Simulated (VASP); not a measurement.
# Be2C (Fm-3m) in VASP: electric field gradients with PBE

Aim: the electric field gradients of Be2C with PBE.

All numbers are computed with VASP 6.6.1; they aren't measurements. Logs are shortened: lines on timing, memory, paths and dates and some standing lists are left out, and cuts for length are marked.

**1. The structure**

It takes space group Fm-3m (No. 225, cubic). Conventional cell: a = 4.330 Å, b = 4.330 Å, c = 4.330 Å, α = 90.00°, β = 90.00°, γ = 90.00°. Be (site symmetry -43m) has 4 C at 1.87 Å as nearest neighbours. C (site symmetry m-3m) has 8 Be at 1.87 Å as nearest neighbours.

**2. Electric field gradients, PBE**

The input, INCAR:

```
SYSTEM = Be2C
PREC     = Accurate       ! precision mode
ENCUT    = 520            ! plane-wave cutoff, eV
EDIFF    = 1E-8           ! SCF threshold, eV
ISMEAR   = -1             ! smearing method
SIGMA    = 0.03           ! smearing width, eV
LREAL    = .False.        ! projectors in reciprocal space
LASPH    = .True.         ! aspherical terms in the spheres
NELM     = 100            ! most SCF steps
ALGO     = Normal         ! electronic algorithm
ISIF     = 2              ! what is computed and relaxed
LWAVE    = .False.        ! write WAVECAR
LCHARG   = .False.        ! write CHGCAR
GGA      = PE             ! functional
LEFG     = .True.       
NBANDS   = 11             ! bands
```

The input, KPOINTS:

```
Automatic mesh
0
Gamma
  14 14 14
  0 0 0
```

The input, POSCAR:

```
Be2C
1.0
    0.0000000000      2.1650000000      2.1650000000
    2.1650000000      0.0000000000      2.1650000000
    2.1650000000      2.1650000000      0.0000000000
Be C
2 1
Direct
    0.2500000000      0.2500000000      0.2500000000
    0.7500000000      0.7500000000      0.7500000000
    0.0000000000      0.0000000000      0.0000000000
```

Potentials or basis: VASP PAW PBE potentials, release 64 (Be, C).

Run with:

```
$ cat potpaw_PBE.64/Be/POTCAR potpaw_PBE.64/C/POTCAR > POTCAR
$ mpirun -np 1 vasp_std > vasp.out
```

OUTCAR:

```text
SYSTEM = Be2C
   PREC = Accurate
   ENCUT = 520
   EDIFF = 1E-8
   ISMEAR = -1
   LREAL = .False.
   LASPH = .True.
   NELM = 100
   ISIF = 2
   GGA = PE

 ion  position               nearest neighbor table
   1  0.250  0.250  0.250-   3 1.87   3 1.87   3 1.87   3 1.87   2 2.17   2 2.17   2 2.17   2 2.17
                             2 2.17   2 2.17
   2  0.750  0.750  0.750-   3 1.87   3 1.87   3 1.87   3 1.87   1 2.17   1 2.17   1 2.17   1 2.17
                             1 2.17   1 2.17
   3  0.000  0.000  0.000-   2 1.87   2 1.87   2 1.87   1 1.87   2 1.87   1 1.87   1 1.87   1 1.87

  LATTYP: Found a face centered cubic cell.
 ALAT       =     4.3300000000

  Lattice vectors:

 A1 = (   0.0000000000,   2.1650000000,   2.1650000000)
 A2 = (   2.1650000000,   0.0000000000,   2.1650000000)
 A3 = (   2.1650000000,   2.1650000000,   0.0000000000)

Analysis of symmetry for initial positions (statically):
=====================================================================
 Subroutine PRICEL returns:
 Original cell was already a primitive cell.

 Routine SETGRP: Setting up the symmetry group for a
 face centered cubic supercell.

 Subroutine GETGRP returns: Found 48 space group operations
 (whereof 48 operations were pure point group operations)
 out of a pool of 48 trial point group operations.

The static configuration has the point symmetry O_h .

Analysis of symmetry for dynamics (positions and initial velocities):
=====================================================================
 Subroutine PRICEL returns:
 Original cell was already a primitive cell.

 Routine SETGRP: Setting up the symmetry group for a
 face centered cubic supercell.

 Subroutine GETGRP returns: Found 48 space group operations
 (whereof 48 operations were pure point group operations)
 out of a pool of 48 trial point group operations.

The dynamic configuration has the point symmetry O_h .

 Subroutine INISYM returns: Found 48 space group operations
 (whereof 48 operations are pure point group operations),
 and found     1 'primitive' translations

----------------------------------------------------------------------------------------

                                     Primitive cell

  volume of cell :      20.2957

  direct lattice vectors                    reciprocal lattice vectors
     0.000000000  2.165000000  2.165000000    -0.230946882  0.230946882  0.230946882
     2.165000000  0.000000000  2.165000000     0.230946882 -0.230946882  0.230946882
     2.165000000  2.165000000  0.000000000     0.230946882  0.230946882 -0.230946882

  length of vectors
     3.061772363  3.061772363  3.061772363     0.400011734  0.400011734  0.400011734

  position of ions in fractional coordinates (direct lattice)
     0.250000000  0.250000000  0.250000000
     0.750000000  0.750000000  0.750000000
     0.000000000  0.000000000  0.000000000

  ion indices of the primitive-cell ions
   primitive index   ion index
                 1           1
                 2           2
                 3           3

----------------------------------------------------------------------------------------

 KPOINTS: Automatic mesh

Automatic generation of k-mesh.
 Grid dimensions read from file:
 generate k-points for:   14   14   14

 Generating k-lattice:

  Cartesian coordinates                     Fractional coordinates (reciprocal lattice)
    -0.016496206  0.016496206  0.016496206     0.071428571  0.000000000  0.000000000
     0.016496206 -0.016496206  0.016496206     0.000000000  0.071428571  0.000000000
     0.016496206  0.016496206 -0.016496206     0.000000000  0.000000000  0.071428571

  Length of vectors
     0.028572267  0.028572267  0.028572267
[... 44 lines left out ...]
 SYSTEM =  Be2C
   PREC   = accura    normal or accurate (medium, high low for compatibility)
   ISTART =      0    job   : 0-new  1-cont  2-samecut
   ICHARG =      2    charge: 1-file 2-atom 10-const
   ISPIN  =      1    spin polarized calculation?
   LNONCOLLINEAR =      F non collinear calculations
   LSORBIT =      F    spin-orbit coupling
   LASPH  =      T    aspherical Exc in radial PAW
   ENCUT  =  520.0 eV  38.22 Ry    6.18 a.u.   5.69  5.69  5.69*2*pi/ulx,y,z
   NELM   =    100;   NELMIN=  2; NELMDL= -5     # of ELM steps
   EDIFF  = 0.1E-07   stopping-criterion for ELM
   LREAL  =      F    real-space projection
   EDIFFG = 0.1E-06   stopping-criterion for IOM
   NSW    =      0    number of steps for IOM
   IBRION =     -1    ionic relax: 0-MD 1-quasi-New 2-CG
   NFREE  =      0    steps in history (QN), initial steepest desc. (CG)
   ISIF   =      2    stress and relaxation
   ISYM   =      2    0-nonsym 1-usesym 2-fastsym
   POTIM  = 0.5000    time-step for ionic-motion
   TEBEG  =    0.0;   TEEND  =   0.0 temperature during run
   PSTRESS=    0.0 pullay stress
   NELECT =       8.0000    total number of electrons
   NUPDOWN=      -1.0000    fix difference up-down
   EMIN   =  10.00;   EMAX   =-10.00  energy-range for DOS
   EFERMI =   0.00;   METHOD = LEGACY
   ISMEAR =    -1;   SIGMA  =   0.03  broadening in eV -4-tet -1-fermi 0-gaus
   EFERMI_NEDOS =   21; number of points for ismear=-14 and -15
   IALGO  =     38    algorithm
   IMIX   =      4    mixing-type and parameters
     AMIX     =   0.40;   BMIX     =  1.00
     AMIX_MAG =   1.60;   BMIX_MAG =  1.00
  volume/ion in A,a.u.               =       6.77        45.65
  Fermi-wavevector in a.u.,A,eV,Ry     =   1.200338  2.268310 19.603432  1.440812
  Thomas-Fermi vector in A             =   2.336177
   LORBIT       =      0    0 simple, 1 ext, 2 COOP (PROOUT), +10 PAW based schemes
   GGA     = PE    functional components
   LHFCALC =     F    Hartree Fock is set to
   AEXX    =    0.0000 exact exchange contribution
   IVDW    =     0    specifies the selected vdW correction
   LEPSILON=     F    determine dielectric tensor
   LRPA    =     F    only Hartree local field effects (RPA)
 non-spin polarized calculation
  energy-cutoff  :      520.00
  volume of cell :       20.30
 maximum number of plane-waves:       568
   NGX = 11   NGY = 11   NGZ = 11

 number of electron       8.0000000 magnetization

 Free energy of the ion-electron system (eV)
  ---------------------------------------------------
  ext. energy  EPLUGINS =         0.00000000
  ---------------------------------------------------
  free energy    TOTEN  =       -17.45581586 eV

  energy without entropy =      -17.45581586  energy(sigma->0) =      -17.45581586

 E-fermi :   8.2801     XC(G=0): -11.4364

 val. band max:        7.7239105601   @ k =   0.0000   0.0000   0.0000
 cond. band min:       8.8812158243   @ k =   0.5000   0.5000   0.0000
 fundamental gap:      1.1573052643
 Fermi energy:         8.2801184884

 k-point     1 :       0.0000    0.0000    0.0000
  band No.  band energies     occupation
      1      -7.3118      2.00000
      2       7.7239      2.00000
      3       7.7239      2.00000
      4       7.7239      2.00000
      5      11.8505      0.00000
      6      11.8505      0.00000
      7      11.8505      0.00000
      8      14.4685      0.00000
      9      20.8884      0.00000
     10      20.8884      0.00000
     11      20.8884      0.00000
[... 309 lines left out ...]
 k-point    24 :       0.2857    0.1429    0.0000
  band No.  band energies     occupation
      1      -6.1483      2.00000
      2       3.2648      2.00000
      3       5.2561      2.00000
      4       6.0557      2.00000
      5      12.6325      0.00000
      6      13.8914      0.00000
      7      14.9228      0.00000
      8      15.1544      0.00000
      9      19.0488      0.00000
     10      21.9141      0.00000
     11      23.5512      0.00000

 [... further k-points ...]

------------------------ aborting loop because EDIFF is reached ----------------------------------------

  FORCE on cell =-STRESS in cart. coord.  units (eV):
  Direction    XX          YY          ZZ          XY          YZ          ZX
  --------------------------------------------------------------------------------------
  -------------------------------------------------------------------------------------
  Total        0.0218409      0.0218409      0.0218409     -0.0000000      0.0000000     -0.0000000
  in kB        1.7241622      1.7241622      1.7241622     -0.0000000      0.0000000     -0.0000000
  external PRESSURE =       1.7241622 kB  Pullay stress =       0.0000000 kB

 VOLUME and BASIS-vectors are now :
 -----------------------------------------------------------------------------
  energy-cutoff  :      520.00
  volume of cell :       20.30
      direct lattice vectors                 reciprocal lattice vectors
     0.000000000  2.165000000  2.165000000    -0.230946882  0.230946882  0.230946882
     2.165000000  0.000000000  2.165000000     0.230946882 -0.230946882  0.230946882
     2.165000000  2.165000000  0.000000000     0.230946882  0.230946882 -0.230946882

 POSITION                                       TOTAL-FORCE (eV/Angst)
 -----------------------------------------------------------------------------------
      1.08250      1.08250      1.08250         0.000000     -0.000000      0.000000
      3.24750      3.24750      3.24750         0.000000      0.000000     -0.000000
      0.00000      0.00000      0.00000        -0.000000      0.000000     -0.000000
 -----------------------------------------------------------------------------------
    total drift:                               -0.000000     -0.000000      0.000000

  FREE ENERGIE OF THE ION-ELECTRON SYSTEM (eV)
  ---------------------------------------------------
  free  energy   TOTEN  =       -17.4558158607 eV

  energy  without entropy=      -17.4558158607  energy(sigma->0) =      -17.45581586

 Electric field gradients (V/A^2)
---------------------------------------------------------------------
 ion       V_xx      V_yy      V_zz      V_xy      V_xz      V_yz
---------------------------------------------------------------------
   1       0.000    -0.000     0.000     0.000     0.000     0.000
   2       0.000    -0.000     0.000     0.000     0.000     0.000
   3       0.000    -0.000    -0.000     0.000     0.000     0.000
---------------------------------------------------------------------

 Electric field gradients after diagonalization (V/A^2)
 (convention: |V_zz| > |V_xx| > |V_yy|)
----------------------------------------------------------------------
 ion       V_xx      V_yy      V_zz     asymmetry (V_yy - V_xx)/ V_zz
----------------------------------------------------------------------
   1      -0.000    -0.000     0.000       0.000
   2      -0.000    -0.000     0.000       0.000
   3      -0.000    -0.000     0.000       0.000
----------------------------------------------------------------------

           NMR quadrupolar parameters

 Cq : quadrupolar parameter    Cq=e*Q*V_zz/h
 eta: asymmetry parameters     (V_yy - V_xx)/ V_zz
 Q  : nuclear electric quadrupole moment in mb (millibarn)
----------------------------------------------------------------------
 ion       Cq(MHz)       eta       Q (mb)
----------------------------------------------------------------------
   1       0.000       0.000       1.000
   2       0.000       0.000       1.000
   3       0.000       0.000       1.000
----------------------------------------------------------------------
```

Run time: 7.2 s. Hardware: 1 thread of Intel Xeon 6975P-C (Granite Rapids), shared host; peak memory 0.14 GiB.

What came out:

| Item | Value |
| --- | --- |
| Free energy | -17.4558 eV |
| Pressure | 0.2 GPa |
| Band gap on the k mesh | 1.16 eV, indirect (least direct gap 4.13 eV) |

Electric field gradients, principal values (V/Å²):
```tsv
atom	Vxx	Vyy	Vzz
1 Be	0.000	0.000	0.000
2 Be	0.000	0.000	0.000
3 C	0.000	0.000	0.000
```
